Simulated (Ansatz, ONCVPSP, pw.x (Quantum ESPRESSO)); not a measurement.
What a changed setting does to a pw.x run (bcc Ti)

Potential: optimised norm-conserving Vanderbilt (ONCV), ONCVPSP 4.0.1.1 (patched build), PBE; core [Ne], reference 3s2 3p6 3d2 4s2; waves: 3s+4s: rc 1.40 bohr, ncon 5, nbas 8, qcut 10.8 1/bohr, 2 projectors; 3p: rc 1.30 bohr, ncon 4, nbas 9, qcut 9.4 1/bohr, 2 projectors, debl 1.6 Ha; 3d: rc 1.45 bohr, ncon 4, nbas 8, qcut 8.8 1/bohr, 1 projector; local part: polynomial inside 1.20 bohr (lpopt 5, dvloc0 0 Ha); core correction: Teter function, fcfact 4.75, rcfact 1.65.

The reference run (k-mesh 14³, cutoffs 110/440 Ry, Fermi–Dirac 0.01 Ry, mixing_beta 0.4, conv_thr 1e-9, no spin) gives 0.50 GPa at 17.343 Å³/atom, where all-electron LAPW gives 0.23 GPa. This run, with its own iteration cap, changes k-mesh points per axis to 20.

```
&control
  calculation='scf', prefix='x', pseudo_dir='./', outdir='./tmp', tstress=.true., disk_io='none'
/
&system
  ibrav=0, nat=1, ntyp=1, ecutwfc=110, ecutrho=440, nbnd=14,
  occupations='smearing', smearing='fd', degauss=0.01
/
&electrons
  conv_thr=1e-09, mixing_beta=0.4, electron_maxstep=50
/
ATOMIC_SPECIES
Ti 1.0 Ti.UPF
CELL_PARAMETERS angstrom
  -1.63062743 1.63062743 1.63062743
  1.63062743 -1.63062743 1.63062743
  1.63062743 1.63062743 -1.63062743
ATOMIC_POSITIONS crystal
Ti 0.0000 0.0000 0.0000
K_POINTS automatic
20 20 20 0 0 0
```

```bash
pw.x < Ti.scf.in > Ti.scf.out
```

Q: How does the run end?

A: It converges in 8 iterations; the free energy moves by +0.0 meV/atom and the pressure by -0.01 GPa. The result is that of the reference run.

```
Message from routine setup:
     using ibrav=0 with symmetry is DISCOURAGED, use correct ibrav instead
     lattice parameter (alat)  =       5.3372  a.u.
     unit-cell volume          =     117.0364 (a.u.)^3
     number of electrons       =        12.00
     number of Kohn-Sham states=           14
     kinetic-energy cutoff     =     110.0000  Ry
     charge density cutoff     =     440.0000  Ry
     scf convergence threshold =      1.0E-09
     Exchange-correlation= PBE
     number of k points=   256  Fermi-Dirac smearing, width (Ry)=  0.0100
     iteration #  1     ecut=   110.00 Ry     beta= 0.40
     total energy              =    -124.73072363 Ry
     estimated scf accuracy    <       0.03683604 Ry
     iteration #  2     ecut=   110.00 Ry     beta= 0.40
     total energy              =    -124.73756919 Ry
     estimated scf accuracy    <       0.00043290 Ry
     iteration #  3     ecut=   110.00 Ry     beta= 0.40
     total energy              =    -124.73758782 Ry
     estimated scf accuracy    <       0.00016274 Ry
     iteration #  4     ecut=   110.00 Ry     beta= 0.40
     total energy              =    -124.73759383 Ry
     estimated scf accuracy    <       0.00000288 Ry
     iteration #  5     ecut=   110.00 Ry     beta= 0.40
     total energy              =    -124.73759380 Ry
     estimated scf accuracy    <       0.00000056 Ry
     iteration #  6     ecut=   110.00 Ry     beta= 0.40
     total energy              =    -124.73759389 Ry
     estimated scf accuracy    <       0.00000007 Ry
     iteration #  7     ecut=   110.00 Ry     beta= 0.40
     total energy              =    -124.73759389 Ry
     estimated scf accuracy    <          1.7E-09 Ry
     iteration #  8     ecut=   110.00 Ry     beta= 0.40
     the Fermi energy is    13.1910 ev
!    total energy              =    -124.73759389 Ry
     estimated scf accuracy    <          1.5E-11 Ry
     smearing contrib. (-TS)   =      -0.01025531 Ry
     The total energy is F=E-TS. E is the sum of the following terms:
     one-electron contribution =     -39.35042960 Ry
     hartree contribution      =      24.20691552 Ry
     xc contribution           =     -24.55056998 Ry
     ewald contribution        =     -85.03325452 Ry
     convergence has been achieved in   8 iterations
          total   stress  (Ry/bohr**3)                   (kbar)     P=        4.99
     Message from routine punch:
     Nothing written, as per user request (disk_io='none')
```

The run took about 2.8 min on one core of a shared host (Neoverse-N1, 64 threads, 124 GiB, load 56).
